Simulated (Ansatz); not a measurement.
**From the elastic tensor of WS₂ at 18 GPa (stress–strain coefficients) to moduli and sound speeds**

All numbers below come from Ansatz 0.2.0, DFT PBEsol, scalar-relativistic, plane waves, PAW. Settings: 420 eV plane-wave cutoff, Γ-centred 12×12×12 mesh, Gaussian smearing of 0.01 eV. No spin polarisation.

The structure is trigonal, space group R3m (No. 160). The conventional cell has a = 3.046 Å, b = 3.046 Å, c = 16.391 Å, α = 90.00°, β = 90.00°, γ = 120.00°. Around W (site symmetry 3m) lie 6 S at 2.36 Å. S (site symmetry 3m) is surrounded by 3 W at 2.36 Å. Around S (site symmetry 3m) lie 3 W at 2.36 Å.

Spin–orbit coupling is left out, which matters for heavy elements. Other phases may be more stable at this pressure. The bands were filled as in an insulator; under compression the gap may have closed between mesh points.

Relaxed-ion constants (GPa, on the Cartesian axes of the calculation):
C11 = 375.7, C12 = 104.0, C13 = 86.9, C14 = 22.9, C22 = 375.7, C23 = 86.9, C24 = -22.9, C33 = 246.0, C44 = 95.2, C55 = 95.2, C56 = 22.9, C66 = 135.9 GPa; the others vanish.

Density 9.381 g/cm³; 3 atoms in 43.89 Å³.

The values that follow are for a polycrystal of randomly turned grains, by Hill's mean where one number stands.

With S = C⁻¹: B_V = (C11+C22+C33+2(C12+C13+C23))/9, G_V = (C11+C22+C33−C12−C13−C23+3(C44+C55+C66))/15, 1/B_R = S11+S22+S33+2(S12+S13+S23), 15/G_R = 4(S11+S22+S33−S12−S13−S23)+3(S44+S55+S66); Hill is their mean. Then v_l = √((B+4G/3)/ρ), v_t = √(G/ρ), v_m = [(2/v_t³+1/v_l³)/3]^(−1/3) and Θ = (ħ/k_B)·v_m·(6π²n/V)^(1/3) for n atoms in the volume V; E = 9BG/(3B+G), ν = (3B−2G)/(2(3B+G)) and A^U = 5G_V/G_R + B_V/B_R − 6.

| Quantity | Value |
| --- | --- |
| Bulk modulus, Voigt / Reuss / Hill | 172.6 / 164.9 / 168.7 GPa |
| Shear modulus, Voigt / Reuss / Hill | 113.2 / 105.7 / 109.5 GPa |
| Young's modulus | 270 GPa |
| Poisson ratio | 0.233 |
| Pugh ratio B/G | 1.54 |
| Universal anisotropy index | 0.40 |
| Longitudinal and transverse sound speeds | 5792 and 3416 m/s |
| Debye temperature from the mean sound speed | 461 K |

This form isn't the usual stable structure of the compound at low pressure.

Cost: 1 run of about 6.6 core-minutes, on Intel Xeon 6975P-C (Granite Rapids) (shared hosts).